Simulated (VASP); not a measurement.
Here is a VASP 6.6.1 calculation.

The input POSCAR:

```
AgCl
1.0
    0.0000000000      2.7350000000      2.7350000000
    2.7350000000      0.0000000000      2.7350000000
    2.7350000000      2.7350000000      0.0000000000
Ag Cl
1 1
Direct
    0.0000000000      0.0000000000      0.0000000000
    0.5000000000      0.5000000000      0.5000000000
```

INCAR.step1

```
ALGO = Normal
EDIFF = 1E-4
ENCUT = 520
GGA = PE
ISMEAR = -1
LASPH = T
LCHARG = F
LREAL = F
LWAVE = T
NBANDS = 16
NELM = 60
PREC = Accurate
SIGMA = 0.05
```

INCAR.step2

```
ALGO = Normal
EDIFF = 1E-6
ENCUT = 520
ISIF = 2
ISMEAR = -1
ISTART = 1
LASPH = T
LCHARG = F
LMIXTAU = T
LREAL = F
LWAVE = F
METAGGA = R2SCAN
NBANDS = 16
NELM = 60
PREC = Accurate
SIGMA = 0.05
```

KPOINTS

```
k-points
0
Gamma
  8 8 8
```

Potentials or basis: VASP PAW PBE potentials, release 64 (Ag, Cl).

Launch:

```sh
$ cat potpaw_PBE.64/Ag/POTCAR potpaw_PBE.64/Cl/POTCAR > POTCAR
$ cp INCAR.step1 INCAR
$ mpirun -np 1 vasp_std > vasp.out
$ cp INCAR.step2 INCAR
$ mpirun -np 1 vasp_std > vasp.out
```

Q: Predict the pressure.

A: 2.2 GPa.

Q: Predict the band gap on the k mesh.

A: 1.43 eV, indirect (least direct gap 3.85 eV).

Caveat: the PAW data sets were made with another functional, which shifts forces and pressure a little.

**Measured values to compare with.**

From a printed reference work, data compilation, for a bulk crystal of AgCl: band gap 3.249 eV (indirect).

A measured gap of AgCl is 3.249 eV (indirect; a printed reference work, data compilation); the calculated 1.43 eV misses it by -1.82 eV. So large a miss can be the level of theory's own, or it may mean another phase, state or a wrong row. Spin-orbit coupling on Ag is left out. The value is that of r2SCAN on a finite k mesh, which can miss the band edges, without temperature or zero-point motion.
